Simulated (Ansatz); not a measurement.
**Pd: energy along a strain**

Pd, Fm-3m, a = 3.890 Å (as given, not relaxed at this level: 7.7 GPa). Ansatz: PBE, PAW, 420 eV, Γ-centred 20×20×20 mesh on 1 atom, Gaussian smearing 0.15 eV; no spin polarisation. Cell vectors (Å): 0.000 1.945 1.945; 1.945 0.000 1.945; 1.945 1.945 0.000. The cell is strained by x per cent times the pattern (0 0 0 0 1 0) in the order xx yy zz yz xz xy (engineering shears), with fractional coordinates held. y is the free energy over the start, V0 = 14.714 Å³/atom. Symmetry makes y even in x.

| x (%) | y (meV/atom) |
| --- | --- |
| -4.00 | ? |
| -2.00 | 1.56 |
| 0.00 | 0.00 |
| 0.50 | 0.10 |
| 1.00 | 0.39 |
| 1.50 | 0.88 |
| 2.50 | 2.44 |
| 3.00 | 3.53 |
| 3.50 | 4.82 |

Task: Fit y = c2 x² + c4 x⁴ to the other rows, get the stiffness along the pattern, and predict the missing energy.

Result: Least squares on the rows shown. y = 0.3884 x² + 0.0004118 x⁴. The clamped-ion stiffness p·C·p = 2 × 3.884 eV × 160.2 / 14.714 Å³ = 85 GPa, which is C55 in these axes (C44 of the cubic crystal) (second derivative at the start, which stands under stress). At x = -4.00 the fit asked for gives 6.32 meV/atom. The run gave 6.32 meV/atom, the same to the digits shown.